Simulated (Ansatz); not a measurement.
**Sc (bcc type): how the settings move a single-point run**

Question: which choices in the input matter for Sc (bcc type)?

Method: reference: DFT, PBE, PAW with Ansatz's default frozen-core files, scalar-relativistic, in Ansatz 0.2.0.

## 1. The starting structure

It takes space group Im-3m (No. 229, cubic). Conventional cell: a = 2.711 Å, b = 2.711 Å, c = 2.711 Å, α = 90.00°, β = 90.00°, γ = 90.00°. Around Sc (site symmetry m-3m) lie 8 Sc at 2.35 Å.

Coordinates:

```cif
data_structure
_symmetry_space_group_name_H-M 'P 1'
_symmetry_Int_Tables_number 1
_cell_length_a 2.3474
_cell_length_b 2.3474
_cell_length_c 2.3474
_cell_angle_alpha 109.471
_cell_angle_beta 109.471
_cell_angle_gamma 109.471
_cell_volume 9.96
loop_
_atom_site_label
_atom_site_type_symbol
_atom_site_fract_x
_atom_site_fract_y
_atom_site_fract_z
_atom_site_occupancy
Sc1 Sc 0.00000 0.00000 0.00000 1
```

## 2. Baseline

Contents of input.yaml:

```yaml
crystal:
  lattice:
    - [-1.355274057, 1.355274057, 1.355274057]
    - [1.355274057, -1.355274057, 1.355274057]
    - [1.355274057, 1.355274057, -1.355274057]
  atoms:
    - { symbol: Sc, position: [0.0, 0.0, 0.0] }
kpoints:
  mp_grid: { grid: [16, 16, 16] }
scf:
  occupations: { method: fermi_dirac, width: 0.05 }
hamiltonian:
  xc: pbe
  pseudopotentials: { kind: paw, partial_waves: polarizable }
output:
  forces: true
  stress: true
  eigenvalues: true
```

Started as:

```sh
$ ansatz run input.yaml --threads 1 --pin off --max-ram 2048MiB --backend cpu --events-out ev --progress --plain --runs-dir out
```

## 3. Changing settings: occupations.width 0.005, xc rpbe, hubbard.sites [{species: Sc, l: d, u_eff: 1.0}], hubbard.double_counting fll

Edit input.yaml of step 2 so:

```diff
@@ -10,6 +10,7 @@
 scf:
-  occupations: { method: fermi_dirac, width: 0.05 }
+  occupations: { method: fermi_dirac, width: 0.005 }
 hamiltonian:
-  xc: pbe
+  xc: rpbe
   pseudopotentials: { kind: paw, partial_waves: polarizable }
+  hubbard: { sites: [{ species: Sc, l: d, u_eff: 1.0 }], double_counting: fll }
 output:
```

Before running it: what results should come out? Wanted: for each run, ending; energy change; pressure; gap; force.

**Answer**, as computed:

```csv
run,ending,energy change,pressure (GPa),gap (eV),force (eV/Å),cycles,time
reference,converged,-,165.6,0.00,0.00,6,1.3 s
"1: occupations.width 0.005, xc rpbe, hubbard.sites [{species: Sc, l: d, u_eff: 1.0}], hubbard.double_counting fll",converged,not comparable,176.6,0.00,0.00,6,2.8 s
```

Residual by cycle in the longest SCF loop of each run; runs are numbered as in the table. The quantity is the density residual dr2, in eV.

```csv
cycle,reference,run 1
1,0.0103,0.0139
2,0.00105,0.00175
3,7.2e-5,0.00165
4,4.8e-8,1.1e-5
5,2.7e-10,3.2e-7
6,3.7e-12,4.1e-10
```

**Reading.** Total energies don't compare across a change of functional; the pressure goes from 165.6 to 176.6 GPa. The smearing and Hubbard U changed too. Cost: 2.8 s against 1.3 s. A changed U is a change of model: its shifts are not errors of convergence. The structure is not at rest: the sound run finds 166 GPa, so these are no properties of the relaxed crystal. 
